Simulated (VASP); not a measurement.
Set up this calculation in VASP 6.6.1, as the native input.

| Property | Result |
| --- | --- |
| Task | single point |
| Functional | PBEsol |
| Potentials or basis | VASP PAW PBE potentials, release 64 (Ta_pv, N) |
| Cutoff | 520 eV |
| k mesh | 16 × 16 × 16 |
| Occupations | gaussian, width 0.5 eV |
| Spin | no spin polarisation |
| Further INCAR settings | ALGO = Normal; EDIFF = 1e-06 |

The structure of TaN lies in POSCAR:

```
TaN
1.0
    0.0000000000      2.1897500000      2.1897500000
    2.1897500000      0.0000000000      2.1897500000
    2.1897500000      2.1897500000      0.0000000000
Ta N
1 1
Direct
    0.5000000000      0.5000000000      0.5000000000
    1.0000000000      0.0000000000      0.0000000000
```

The cell comes from a database or a generator and needn't be the stable form of this composition.

The input as run:

INCAR

```
PREC = Accurate
ENCUT = 520
EDIFF = 1E-6
ISMEAR = 0
SIGMA = 0.5
LREAL = F
LASPH = T
NELM = 60
ALGO = Normal
ISIF = 2
LWAVE = F
LCHARG = T
GGA = PS
LELF = T
LVHAR = T
```

KPOINTS

```
regular mesh
0
Gamma
  16 16 16
```

Potentials or basis: VASP PAW PBE potentials, release 64 (Ta_pv, N).

Command:

```console
$ cat potpaw_PBE.64/Ta_pv/POTCAR potpaw_PBE.64/N/POTCAR > POTCAR
$ mpirun -np 1 vasp_std > vasp.out
```

It gave:

* Pressure: 0.5 GPa
* Band gap on the k mesh: none (metal or under the smearing width)

Caveat: the PAW data sets were made with another functional, which shifts forces and pressure a little.

Run time: 11 s on 1 thread of Intel(R) Xeon(R) 6975P-C (Granite Rapids), with other jobs on the host, peak memory 0.17 GiB.
